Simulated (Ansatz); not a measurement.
The system is CoPdO2.

```
Pd Co O
1.0
     1.43169    0.82659    5.95777
    -1.43169    0.82659    5.95777
     0.00000   -1.65317    5.95777
Pd Co O
1 1 2
Direct
  0.00000 0.00000 0.00000
  0.50000 0.50000 0.50000
  0.11248 0.11248 0.11248
  0.88752 0.88752 0.88752
```

The cell is a database's computed one.

Base run:

| Item | Value |
| --- | --- |
| Program | Ansatz 0.2.0 |
| Functional | PBE |
| Potentials or basis | Ansatz PAW |
| Cutoff | 420 eV (not typed: the program's choice for these potentials) |
| k mesh | 9 × 9 × 9 |
| Occupations | fermi-dirac, width 0.05 eV |
| Spin | collinear spin, ferromagnetic start |
| Starting moments | [0.0, 2.0, 0.0, 0.0] μB |
| Fixed moment | 2 μB |

Its results: pressure 8.9 GPa; site moments Pd +0.23; Co +1.42; O +0.09 μB; largest force 0.553 eV/Å.

After a change of settings the same cell gave: pressure 19.9 GPa; site moments Pd +0.37; Co +2.61; O +0.35 μB; largest force 2.259 eV/Å. Which change was it?
A. fixed moment from 2 μB to 1 μB; moments at the start from [0.0, 2.0, 0.0, 0.0] to [0.0, 1.0, 0.0, 0.0]
B. fixed moment from 2 μB to 2.5 μB; moments at the start from [0.0, 2.0, 0.0, 0.0] to [0.0, 2.5, 0.0, 0.0]
C. fixed moment from 2 μB to 0.5 μB; moments at the start from [0.0, 2.0, 0.0, 0.0] to [0.0, 0.5, 0.0, 0.0]
D. fixed moment from 2 μB to 4 μB; moments at the start from [0.0, 2.0, 0.0, 0.0] to [0.0, 4.0, 0.0, 0.0]

D.

Caveats: the total moment is fixed, so each spin has its own Fermi level; a cell with one magnetic atom can't hold antiferromagnetic order, which such compounds often take; the thresholds are loose for stress; forces of over 1 eV/Å show positions far from the minimum, so gaps and moduli don't describe the material at rest (some runs).
